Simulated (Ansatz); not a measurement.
# Co: all-electron results

```
Co
1.0
     0.00000    1.79570    1.79570
     1.79570    0.00000    1.79570
     1.79570    1.79570    0.00000
Co
1
Direct
  0.00000 0.00000 0.00000
```

The geometry is COD entry 9012936, unchecked; take it as a test cell. It was measured hot, at 1300 K.

Methods: DFT, PBE, all-electron LAPW, scalar-relativistic (Ansatz 0.2.0); DFT, PBE, all-electron PAW with datasets made for the crystal, scalar-relativistic (Ansatz 0.2.0).

For LAPW: a Γ-centred 16×16×16 k mesh, Fermi–Dirac smearing of 0.08 eV, basis error target 1 meV/atom, spin-polarised from start moments Co 2 μB. The crystal-made all-electron datasets (AE datasets) take a cutoff of 300 eV at this cell. The Ansatz runs share mesh, smearing and spin set-up. Values come from LAPW unless marked.

| Quantity | Value |
| --- | --- |
| Pressure at this cell | -10.54 GPa |
| Band gap | none: bands cross the Fermi level, a metal |
| Moment of the cell | 1.71 μB |
| Moments in the spheres | Co 1.76 μB |
| Density of states at the Fermi level (0.2 eV bin) | 1.28 states/eV per cell |
| Contact hyperfine fields (crystal-made datasets) | Co -24.4 T, core polarisation included, positive along the moment of the spin-up electrons |
| Volume per atom | 11.58 Å³ |
